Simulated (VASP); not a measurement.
Write the native input for VASP 6.6.1 that does the following.

| Item | Value |
| --- | --- |
| Task | single point |
| Functional | PBE |
| Potentials or basis | VASP PAW PBE potentials, release 64 (Be, Te) |
| Cutoff | 520 eV |
| k mesh | 8 × 8 × 8 |
| Occupations | fermi-dirac, width 0.05 eV |
| Spin | no spin polarisation |
| Further INCAR settings | ALGO = Normal; EDIFF = 1e-07; NBANDS = 11 |

The structure of BeTe lies in POSCAR:

```
BeTe
1.0
    1.7870000000     -4.7974500000      0.0000000000
    1.7870000000      4.7974500000      0.0000000000
    0.0000000000      0.0000000000      3.5691500000
Be Te
1 1
Direct
    0.5000000000      0.5000000000      0.5000000000
    0.0000000000      0.0000000000      0.0000000000
```

The cell was built by a generator and needn't be a form met in nature.

These files were run (other wordings do the same):

INCAR

```
SYSTEM = BeTe
ALGO = Normal ; EDIFF = 1E-7
ENCUT = 520 ; GGA = PE
ISIF = 2 ; ISMEAR = -1
LASPH = .True. ; LCHARG = .True.
LELF = .True. ; LREAL = .False.
LVHAR = .True. ; LWAVE = .False.
NBANDS = 11 ; NELM = 60
PREC = Accurate ; SIGMA = 0.05
```

KPOINTS

```
k-points
0
Gamma
  8 8 8
  0 0 0
```

Potentials or basis: VASP PAW PBE potentials, release 64 (Be, Te).

Run with:

```console
$ cat potpaw_PBE.64/Be/POTCAR potpaw_PBE.64/Te/POTCAR > POTCAR
$ mpirun -np 1 vasp_std > vasp.out
```

It gave:

```
Pressure               : 0.1 GPa
Band gap on the k mesh : none (metal or under the smearing width)
```

Run time: 54 s on 1 thread of AMD EPYC 9R45 96-Core Processor (Zen 5) (shared host), peak memory 0.21 GiB.
